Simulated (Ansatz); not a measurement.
Fe (Fmmm); spin–orbit coupling, moments along [010].

```
Fe
1.0
     0.00000    1.94174    1.96511
     1.49844    0.00000    1.96511
     1.49844    1.94174    0.00000
Fe
1
Direct
  0.00000 0.00000 0.00000
```

The source of the geometry is a structure from the Materials Project; atoms and cell stay fixed.

Settings: PBE, 13×13×13 k mesh, Fermi–Dirac smearing of 0.05 eV. PAW means Ansatz 0.2.0 on its default frozen-core files. Site moments are integrated in spheres about the atoms. Start moments (μB): Fe 2.2.

Iteration by iteration:

```
iteration  Harris–Foulkes energy less the last (meV)  density residual (eV)  ∫|m| (μB)
        1                                     84.918                3.9e-01     2.1047
        2                                     71.967                5.1e-03     2.1996
        3                                     66.551                6.7e-03     2.2164
        4                                     42.299                1.4e-03     2.2349
        5                                     24.354                2.7e-04     2.2443
        6                                     13.544                2.5e-06     2.2509
        7                                      6.988                1.3e-05     2.2564
        8                                     -0.053                5.4e-04     2.2726
        9                                     -0.075                4.8e-04     2.2786
       10                                      0.004                1.5e-06     2.2813
       11                                      0.001                7.8e-07     2.2824
       12                                      0.000                1.2e-08     2.2833
       13                                      0.000                1.1e-09     2.2834
       14                                      0.000                9.5e-11     2.2834
```

Site moments (μB): Fe (0.00, 2.21, 0.00). Cell moment 2.17 μB.

The Ansatz runs typed with the search for lower states off end where their start leads. These are results for the start and cell typed. The real compound can order otherwise, in a larger cell, or not at all, since semilocal functionals at zero temperature often overstate magnetism.
